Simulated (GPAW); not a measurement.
# ZnSe (Stilleite) (F-43m) in GPAW: a series of runs

Aim: see how the results for ZnSe (Stilleite) move with the level of theory and the settings. Levels: PBE, HF. Tasks: single point.

Program: GPAW 26.7.0. These are calculated values, not measurements. Logs are shortened: lines on timing, memory, paths and dates and some standing lists are left out, and cuts for length are marked. The log counts tension as positive stress, the text compression.

**Experimental background.**

“Alloy Disordering Effects on the Thermal Conductivity and Energy Gap Temperature Dependence of Cd1−xZnxSe Ternary Crystals Grown by the Bridgman Method”, 2023, pmc:10253836 reports, for a bulk crystal of ZnSe at 300 K: band gap 2.695 ± 0.003 eV (an exciton energy, a little under the gap).

The results are compared with them further down.

## 1. The structure

It takes space group F-43m (No. 216, cubic). The conventional cell has a = 5.668 Å, b = 5.668 Å, c = 5.668 Å, α = 90.00°, β = 90.00°, γ = 90.00°. Around Se (site symmetry -43m) lie 4 Zn at 2.45 Å. Around Zn (site symmetry -43m) lie 4 Se at 2.45 Å.

## 2. Single point, PBE

The input, run.py:

```python
import spglib
from ase import Atoms
from ase.dft.bandgap import bandgap
from ase.io import read, write
from ase.units import GPa
from gpaw import GPAW, PW

atoms = read('ZnSe.cif')
cell, positions, numbers = spglib.find_primitive(
    (atoms.cell[:], atoms.get_scaled_positions(), atoms.numbers), symprec=1e-4)
atoms = Atoms(numbers, cell=cell, scaled_positions=positions, pbc=True)

calc = GPAW(mode=PW(500),
            xc='PBE',
            kpts={'size': (7, 7, 7), 'gamma': True},
            occupations={'name': 'fermi-dirac', 'width': 0.01},
            nbands=18,
            convergence={'density': 1e-05, 'energy': 1e-05},
            maxiter=150,
            txt='gpaw.txt')
atoms.calc = calc
energy = atoms.get_potential_energy()
forces = atoms.get_forces()
stress = atoms.get_stress()
calc.write('gs.gpw')
write('result.traj', atoms)
print(f'Energy: {energy:.6f} eV')
print('Forces (eV/A):')
print(forces.round(4))
print('Stress (GPa):', (stress / GPa).round(3))
print('Fermi level:', round(calc.get_fermi_level(), 4), 'eV')
print(f'Gap: {bandgap(calc)[0]:.4f} eV, direct: {bandgap(calc, direct=True)[0]:.4f} eV')
```

The input, ZnSe.cif:

```cif
data_ZnSe
_cell_length_a 5.66760000
_cell_length_b 5.66760000
_cell_length_c 5.66760000
_cell_angle_alpha 90.00000000
_cell_angle_beta 90.00000000
_cell_angle_gamma 90.00000000
_space_group_name_H-M_alt 'F-43m'
_space_group_name_Hall 'F -4 2 3'
_space_group_IT_number 216
loop_
_space_group_symop_operation_xyz
'x,y,z'
'y,-x,-z'
'-x,-y,z'
'-y,x,-z'
'x,-y,-z'
'y,x,z'
'-x,y,-z'
'-y,-x,z'
'z,x,y'
'-z,y,-x'
'z,-x,-y'
'-z,-y,x'
'-z,x,-y'
'z,y,x'
'-z,-x,y'
'z,-y,-x'
'y,z,x'
'-x,-z,y'
'-y,z,-x'
'x,-z,-y'
'-y,-z,x'
'x,z,y'
'y,-z,-x'
'-x,z,-y'
'x,y+1/2,z+1/2'
'y,-x+1/2,-z+1/2'
'-x,-y+1/2,z+1/2'
'-y,x+1/2,-z+1/2'
'x,-y+1/2,-z+1/2'
'y,x+1/2,z+1/2'
'-x,y+1/2,-z+1/2'
'-y,-x+1/2,z+1/2'
'z,x+1/2,y+1/2'
'-z,y+1/2,-x+1/2'
'z,-x+1/2,-y+1/2'
'-z,-y+1/2,x+1/2'
'-z,x+1/2,-y+1/2'
'z,y+1/2,x+1/2'
'-z,-x+1/2,y+1/2'
'z,-y+1/2,-x+1/2'
'y,z+1/2,x+1/2'
'-x,-z+1/2,y+1/2'
'-y,z+1/2,-x+1/2'
'x,-z+1/2,-y+1/2'
'-y,-z+1/2,x+1/2'
'x,z+1/2,y+1/2'
'y,-z+1/2,-x+1/2'
'-x,z+1/2,-y+1/2'
'x+1/2,y,z+1/2'
'y+1/2,-x,-z+1/2'
'-x+1/2,-y,z+1/2'
'-y+1/2,x,-z+1/2'
'x+1/2,-y,-z+1/2'
'y+1/2,x,z+1/2'
'-x+1/2,y,-z+1/2'
'-y+1/2,-x,z+1/2'
'z+1/2,x,y+1/2'
'-z+1/2,y,-x+1/2'
'z+1/2,-x,-y+1/2'
'-z+1/2,-y,x+1/2'
'-z+1/2,x,-y+1/2'
'z+1/2,y,x+1/2'
'-z+1/2,-x,y+1/2'
'z+1/2,-y,-x+1/2'
'y+1/2,z,x+1/2'
'-x+1/2,-z,y+1/2'
'-y+1/2,z,-x+1/2'
'x+1/2,-z,-y+1/2'
'-y+1/2,-z,x+1/2'
'x+1/2,z,y+1/2'
'y+1/2,-z,-x+1/2'
'-x+1/2,z,-y+1/2'
'x+1/2,y+1/2,z'
'y+1/2,-x+1/2,-z'
'-x+1/2,-y+1/2,z'
'-y+1/2,x+1/2,-z'
'x+1/2,-y+1/2,-z'
'y+1/2,x+1/2,z'
'-x+1/2,y+1/2,-z'
'-y+1/2,-x+1/2,z'
'z+1/2,x+1/2,y'
'-z+1/2,y+1/2,-x'
'z+1/2,-x+1/2,-y'
'-z+1/2,-y+1/2,x'
'-z+1/2,x+1/2,-y'
'z+1/2,y+1/2,x'
'-z+1/2,-x+1/2,y'
'z+1/2,-y+1/2,-x'
'y+1/2,z+1/2,x'
'-x+1/2,-z+1/2,y'
'-y+1/2,z+1/2,-x'
'x+1/2,-z+1/2,-y'
'-y+1/2,-z+1/2,x'
'x+1/2,z+1/2,y'
'y+1/2,-z+1/2,-x'
'-x+1/2,z+1/2,-y'
loop_
_atom_site_label
_atom_site_type_symbol
_atom_site_symmetry_multiplicity
_atom_site_Wyckoff_symbol
_atom_site_fract_x
_atom_site_fract_y
_atom_site_fract_z
_atom_site_occupancy
Se1 Se 4 c 0.2500000000 0.2500000000 0.2500000000 1
Zn1 Zn 4 a 0.0000000000 0.0000000000 0.0000000000 1
```

Potentials or basis: GPAW PAW data sets (gpaw-data 1.2.1), pw.

Launch:

```bash
$ OMP_NUM_THREADS=1 python run.py
```

gpaw.txt:

```text
__  _  _
 | _ |_)|_||  |
 |__||  | ||/\| - 26.7.0

Input parameters:
  mode=PW(ecut=500.0),
  convergence={'density': 1e-05, 'energy': 1e-05},
  kpts=MonkhorstPack(size=(7, 7, 7), gamma=True),
  maxiter=150,
  nbands=18,
  occupations=Occupations(name='fermi-dirac', width=0.01),
  xc=XC(name='PBE')

Diagonalizing LCAO Hamiltonian
Converting LCAO to pw mode

           Se

       Zn

Atoms  # Å, Bohr magnetons
|   | symbol |        x |        y |        z |    initial magnetic moments |
|---|--------|----------|----------|----------|-----------------------------|
| 0 |     Se | 1.416900 | 1.416900 | 1.416900 | ( 0.0000,  0.0000,  0.0000) |
| 1 |     Zn | 0.000000 | 0.000000 | 0.000000 | ( 0.0000,  0.0000,  0.0000) |

Unit cell  # Å
| periodic |        x |        y |        z |  lengths |    angles |
|----------|----------|----------|----------|----------|-----------|
|      yes | 0.000000 | 2.833800 | 2.833800 | 4.007598 | 60.000000 |
|      yes | 2.833800 | 0.000000 | 2.833800 | 4.007598 | 60.000000 |
|      yes | 2.833800 | 2.833800 | 0.000000 | 4.007598 | 60.000000 |

Number of symmetries: 24
Symmetry operations  # r_c * U_cc + t_c -> r_c
|    | kind |            matrix            |
|----|------|------------------------------|
|  0 |  E   |  1, 0, 0,  0, 1, 0,  0, 0, 1 |
|  1 |  σ   |  1, 0, 0,  0, 0, 1,  0, 1, 0 |
|  2 |  σ   |  1, 0,-1,  0, 1,-1,  0, 0,-1 |
|  3 |  C3  |  1, 0,-1,  0, 0,-1,  0, 1,-1 |
|  4 |  C3  |  1,-1, 0,  0,-1, 1,  0,-1, 0 |
|  5 |  σ   |  1,-1, 0,  0,-1, 0,  0,-1, 1 |
|  6 |  σ   |  0, 1, 0,  1, 0, 0,  0, 0, 1 |
|  7 |  C3  |  0, 1, 0,  0, 0, 1,  1, 0, 0 |
|  8 |  C2  |  0, 1,-1,  1, 0,-1,  0, 0,-1 |
|  9 |  S4  |  0, 1,-1,  0, 0,-1,  1, 0,-1 |
| 10 |  C3  |  0, 0, 1,  1, 0, 0,  0, 1, 0 |
| 11 |  σ   |  0, 0, 1,  0, 1, 0,  1, 0, 0 |
| 12 |  S4  |  0, 0,-1,  1, 0,-1,  0, 1,-1 |
| 13 |  C3  |  0, 0,-1,  0, 1,-1,  1, 0,-1 |
| 14 |  S4  |  0,-1, 1,  1,-1, 0,  0,-1, 0 |
| 15 |  C2  |  0,-1, 1,  0,-1, 0,  1,-1, 0 |
| 16 |  C3  |  0,-1, 0,  1,-1, 0,  0,-1, 1 |
| 17 |  S4  |  0,-1, 0,  0,-1, 1,  1,-1, 0 |
| 18 |  S4  | -1, 1, 0, -1, 0, 1, -1, 0, 0 |
| 19 |  C3  | -1, 1, 0, -1, 0, 0, -1, 0, 1 |
| 20 |  C3  | -1, 0, 1, -1, 1, 0, -1, 0, 0 |
| 21 |  S4  | -1, 0, 1, -1, 0, 0, -1, 1, 0 |
| 22 |  σ   | -1, 0, 0, -1, 1, 0, -1, 0, 1 |
| 23 |  C2  | -1, 0, 0, -1, 0, 1, -1, 1, 0 |

BZ-sampling:
  Number of BZ points: 343
  Number of IBZ points: 20

  Monkhorst-Pack size: [7, 7, 7]
  Monkhorst-Pack shift: [0, 0, 0]

K-points  # in reciprocal-cell coordinates
|     |                                coordinates |     weight |
|-----|--------------------------------------------|------------|
|   0 | (  0.00000000,   0.00000000,   0.00000000) | 0.00291545 |
|   1 | (  0.14285714,   0.14285714,   0.00000000) | 0.01749271 |
|   2 | (  0.14285714,   0.14285714,   0.14285714) | 0.02332362 |
|   3 | (  0.28571429,   0.14285714,   0.14285714) | 0.03498542 |
|   4 | (  0.28571429,   0.28571429,   0.00000000) | 0.01749271 |
|   5 | (  0.28571429,   0.28571429,   0.14285714) | 0.06997085 |
|   6 | (  0.28571429,   0.28571429,   0.28571429) | 0.02332362 |
|   7 | (  0.42857143,  -0.28571429,  -0.28571429) | 0.03498542 |
|   8 | (  0.42857143,   0.28571429,  -0.42857143) | 0.13994169 |
|   9 | (  0.42857143,   0.28571429,  -0.28571429) | 0.06997085 |
| ... |                                            |            |
|  19 | (  0.42857143,   0.42857143,   0.42857143) | 0.02332362 |

Plane wave coefficients: 1173
Cutoff: 500.0 eV

Spin-components: 1 (collinear spins)
Bands:           18
Projectors:      11
Spin-degeneracy: 2
Datatype:        complex128

Density:
  Valence electrons: 18.0
  Components: 1
  Grid points: [21 21 21]
  Charge: 0.0  # |e|

Potential:
  Grid points: [21 21 21]

species:
  Se:
    name:    Selenium
    Z:       34.0
    valence: 6
    core:    28
    charge:  0.0  # [|e|]
    compensation charges:
      type: gauss
      rc: 0.27  # [Å]
      lmax: 2
    cutoffs:
      filter: 1.77  # [Å]
      core: 2.67  # [Å]
    projectors
    | kind |    occ | energy [eV] | rcut [Å] |
    |------|--------|-------------|----------|
    |   4s |  2.000 |     -17.277 |    0.847 |
    |   4p |  4.000 |      -6.512 |    1.005 |
    |    s |        |       9.935 |    0.847 |
    |    p |        |      20.699 |    1.005 |
    |    d |        |       0.000 |    0.847 |

    Using partial waves for Se as LCAO basis

  Zn:
    name:    Zinc
    Z:       30.0
    valence: 12
    core:    18
    charge:  0.0  # [|e|]
    compensation charges:
      type: gauss
      rc: 0.37  # [Å]
      lmax: 2
    cutoffs:
      filter: 2.14  # [Å]
      core: 2.28  # [Å]
    projectors
    | kind |    occ | energy [eV] | rcut [Å] |
    |------|--------|-------------|----------|
    |   4s |  2.000 |      -5.977 |    1.286 |
    |   4p |  0.000 |      -1.117 |    1.270 |
    |   3d | 10.000 |     -10.142 |    1.180 |
    |    s |        |      21.234 |    1.286 |
    |    p |        |      26.095 |    1.270 |
    |    d |        |      17.070 |    1.180 |

    Using partial waves for Zn as LCAO basis

Reference energy: -114964.858784  # eV

eigensolver:
  PPCG
  Converge bands: occupied
  niter=2

density mixing:
  MSR1-Mixer
  Pratt-step length: 0.05
  Maximum mixing coefficient: 0.75
  Old densities: 10
  SVD Regularization: 0.005
  Good broyden scale: 1.0
  Trust region scale: 1.0
  Backstep threshold: 4.0
  History deletion threshold: 6.0
  Fourier metric: weight=20.0, sigma=0.015

occupation numbers:
  Fermi-Dirac:
    width: 0.0100  # eV

poisson solver:
  ecut: 4000.0  # eV

xc functional:
  name: PBE with 2 nearest neighbor stencil

convergence criteria:
- Maximum integral of absolute [dens]ity change: 1e-05 electrons / valence electron
- Maximum [total energy] change in last 3 cyles: 1e-05 eV / valence electron
- Maximum integral of absolute [eigenst]ate change: 4e-08 eV^2 / valence electron
maximum number of iterations: 150

SCF iterations
|iter     | |      energy | eigst |  dens |
|---------|-|-------------|-------|-------|
|iter:   1| |   -6.334099 | -0.31 |       |
|iter:   2| |   -6.276389 | -2.25 | -1.24 |
|iter:   3| |   -6.093828 | -1.66 | -1.28 |
|iter:   4| |   -6.093547 | -2.68 | -1.83 |
|iter:   5| |   -6.094561 | -3.84 | -2.31 |
|iter:   6| |   -6.094523 | -4.33 | -2.95 |
|iter:   7| |   -6.094543c| -5.39 | -3.53 |
|iter:   8| |   -6.094547c| -6.19 | -3.93 |
|iter:   9| |   -6.094547c| -8.28c| -5.05c|

Converged in 9 steps
Energy contributions relative to reference atoms: (reference = -114964.858784)

Energy contributions:
  Kinetic:          13.079484
  Coulomb:         -11.114592
  Zero:             -0.049953
  External:          0.000000
  Xc:               -8.009487
  Entropy:          -0.000000
  Spinorbit:         0.000000
  ----------------------------
  Free energy:      -6.094547
  Extrapolated:     -6.094547

dipole moment: (-14.399359, -14.399359, -14.399359)  # |e|*Ang

Fermi level: 4.355
Eigenvalues  # (at kpt = [0.000, 0.000, 0.000])
| band index |      eig [eV] | occ [0-2] |
|------------|---------------|-----------|
|          0 |        -9.373 |     2.000 |
|          1 |        -2.643 |     2.000 |
|          2 |        -2.643 |     2.000 |
|          3 |        -2.643 |     2.000 |
|          4 |        -2.278 |     2.000 |
|          5 |        -2.278 |     2.000 |
[... 10 lines left out ...]
|         16 |        16.945 |     0.000 |
|         17 |        16.945 |     0.000 |

Gap: 1.298 eV
Transition (v -> c):
  (s=0, k=0, n=8, [0.00, 0.00, 0.00]) -> (s=0, k=0, n=9, [0.00, 0.00, 0.00])
No difference between direct/indirect transitions

Forces  # eV/Ang
|        x |        y |        z |
|----------|----------|----------|
|  0.00000 | -0.00000 |  0.00000 |  # Se   0
| -0.00000 | -0.00000 | -0.00000 |  # Zn   1

Stress tensor  # eV/Ang^3
|         x |         y |         z |
|-----------|-----------|-----------|
| -0.012129 |  0.000000 |  0.000000 |
|  0.000000 | -0.012129 |  0.000000 |
|  0.000000 |  0.000000 | -0.012129 |

# Writing to gs.gpw (mode='')
```

Wall time 11 s (1 thread of Arm Neoverse V1, shared host); peak memory 0.14 GiB.

What came out:

- Free energy: -6.0945 eV
- Pressure: 1.9 GPa
- Band gap on the k mesh: 1.30 eV, direct

Caveat: the cutoff is short for stress and forces, so pressures can be off by a GPa or more.

## 3. Single point, HF

The input, run.py:

```python
from ase import Atoms
from ase.dft.bandgap import bandgap
from ase.io import write
from gpaw import GPAW, PW

atoms = Atoms(['Se', 'Zn'],
              cell=[[0.0, 2.8338, 2.8338],
                    [2.8338, 0.0, 2.8338],
                    [2.8338, 2.8338, 0.0]],
              scaled_positions=[[0.75, 0.75, 0.75],
                                [0.0, 0.0, 0.0]],
              pbc=True)

calc = GPAW(mode=PW(450),
            xc='EXX',
            kpts={'size': (4, 4, 4), 'gamma': True},
            occupations={'name': 'fermi-dirac', 'width': 0.05},
            nbands=14,
            convergence={'density': 1e-05, 'energy': 1e-05},
            maxiter=60,
            txt='gpaw.txt')
atoms.calc = calc
energy = atoms.get_potential_energy()
calc.write('gs.gpw')
write('result.traj', atoms)
print(f'Energy: {energy:.6f} eV')
print('Fermi level:', round(calc.get_fermi_level(), 4), 'eV')
print(f'Gap: {bandgap(calc)[0]:.4f} eV, direct: {bandgap(calc, direct=True)[0]:.4f} eV')
```

Potentials or basis: GPAW PAW data sets (gpaw-data 1.2.1), pw.

Launch:

```bash
$ OMP_NUM_THREADS=1 python run.py
```

Wall time 30 min (1 thread of Arm Neoverse V1, shared host); peak memory 0.28 GiB.

It converged, with:

```yaml
Free_energy: 70.8862 eV
Band_gap_on_the_k_mesh: 9.02 eV, direct
```

Levels at points of the mesh, in eV from the valence-band top:
```csv
k point,band 5,band 6,band 7,band 8,band 9,band 10
"(0.00, 0.00, 0.00)",-13.33,-13.33,0.00,0.00,0.00,9.02
"(0.50, 0.50, 0.00)",-13.30,-12.82,-5.99,-2.66,-2.66,9.69
"(0.50, 0.50, 0.50)",-13.32,-12.98,-6.42,-1.03,-1.03,10.24
```

Caveat: the k mesh is coarse (spacing up to 0.48 Å⁻¹), so the values aren't converged, least of all with exact exchange; exact exchange converges slowly with the k mesh, and this mesh is small; the PAW data sets were made with another functional, which shifts forces and pressure a little.

## 4. Single point, PBE

The input, run.py:

```python
from ase import Atoms
from ase.dft.bandgap import bandgap
from ase.io import write
from ase.units import GPa
from gpaw import GPAW, PW

atoms = Atoms(['Se', 'Zn'],
              cell=[[0.0, 2.8338, 2.8338],
                    [2.8338, 0.0, 2.8338],
                    [2.8338, 2.8338, 0.0]],
              scaled_positions=[[0.75, 0.75, 0.75],
                                [0.0, 0.0, 0.0]],
              pbc=True)

calc = GPAW(mode=PW(500),
            xc='PBE',
            kpts={'size': (7, 7, 7), 'gamma': True},
            occupations={'name': 'fermi-dirac', 'width': 0.01},
            nbands=18,
            convergence={'density': 1e-05, 'energy': 1e-05},
            maxiter=150,
            txt='gpaw.txt')
atoms.calc = calc
energy = atoms.get_potential_energy()
forces = atoms.get_forces()
stress = atoms.get_stress()
calc.write('gs.gpw')
write('result.traj', atoms)
print(f'Energy: {energy:.6f} eV')
print('Forces (eV/A):')
print(forces.round(4))
print('Stress (GPa):', (stress / GPa).round(3))
print('Fermi level:', round(calc.get_fermi_level(), 4), 'eV')
print(f'Gap: {bandgap(calc)[0]:.4f} eV, direct: {bandgap(calc, direct=True)[0]:.4f} eV')
```

Launch:

```bash
$ OMP_NUM_THREADS=1 python run.py
```

Run time: 11 s. Hardware: 1 thread of Arm Neoverse V1, shared host; peak memory 0.13 GiB.

Results (log left out):

```yaml
Free_energy: -6.0945 eV
Pressure: 1.9 GPa
Band_gap_on_the_k_mesh: 1.30 eV, direct
```

Levels at points of the mesh, in eV from the valence-band top:
```
           k point  band 7  band 8  band 9  band 10  band 11  band 12
(0.00, 0.00, 0.00)    0.00    0.00    0.00     1.30     5.81     5.81
```

Caveat: the cutoff is short for stress and forces, so pressures can be off by a GPa or more.

## 5. Comparison with measurements

Step 2. Against the measured gap of ZnSe, 2.695 eV (an exciton energy, a little under the gap; 300 K; “Alloy Disordering Effects on the Thermal Conductivity and Energy Gap Temperature Dependence of Cd1−xZnxSe Ternary Crystals Grown by the Bridgman Method”, 2023, pmc:10253836), the calculated 1.30 eV is off by -1.40 eV. So large a miss can be the level of theory's own, or it may mean another phase, state or a wrong row. Spin-orbit coupling on Se is left out. The value is that of PBE, without temperature or zero-point motion. Semilocal functionals fall short of measured gaps as a rule.

Step 4. A measured gap of ZnSe is 2.695 eV (an exciton energy, a little under the gap; 300 K; “Alloy Disordering Effects on the Thermal Conductivity and Energy Gap Temperature Dependence of Cd1−xZnxSe Ternary Crystals Grown by the Bridgman Method”, 2023, pmc:10253836); the calculated 1.30 eV misses it by -1.40 eV. So large a miss can be the level of theory's own, or it may mean another phase, state or a wrong row. Spin-orbit coupling on Se is left out. The value is that of PBE, without temperature or zero-point motion. Semilocal functionals fall short of measured gaps as a rule.
